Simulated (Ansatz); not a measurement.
**InSb (F-43m)**

Level of theory: DFT PBE, scalar-relativistic, plane waves, PAW (Ansatz).

Cutoff 420 eV; k points 12×12×12 on the computed 2-atom cell (Γ-centred); Gaussian smearing, width 0.10 eV; no spin polarisation.

The structure is relaxed at this level of theory with its symmetry kept.

```xyz
2
Lattice="0.0000 3.3174 3.3174 3.3174 0.0000 3.3174 3.3174 3.3174 0.0000" Properties=species:S:1:pos:R:3 pbc="T T T"
In    0.0000    0.0000    0.0000
Sb    1.6587    1.6587    1.6587
```

```json
{"Space group": "F-43m (No. 216)", "Volume per atom": "246.4 bohr³", "Formation energy from the elements' standard states (uncorrected)": "-0.128 eV/atom", "Kohn–Sham band gap": "zero, with almost no states at the Fermi level", "Density of states at the Fermi level": "0.00 states/eV per cell (so small that it hangs on the mesh: a semimetal, or crossings between mesh points)", "Löwdin character within 0.5 eV of the Fermi level": "Sb 5p 73 %, In 5p 18 %", "Bader charges (e)": "In (1 in the cell) 0.46, Sb (1 in the cell) -0.46"}
```

Spin-orbit coupling is left out, which matters for the bands of heavy elements.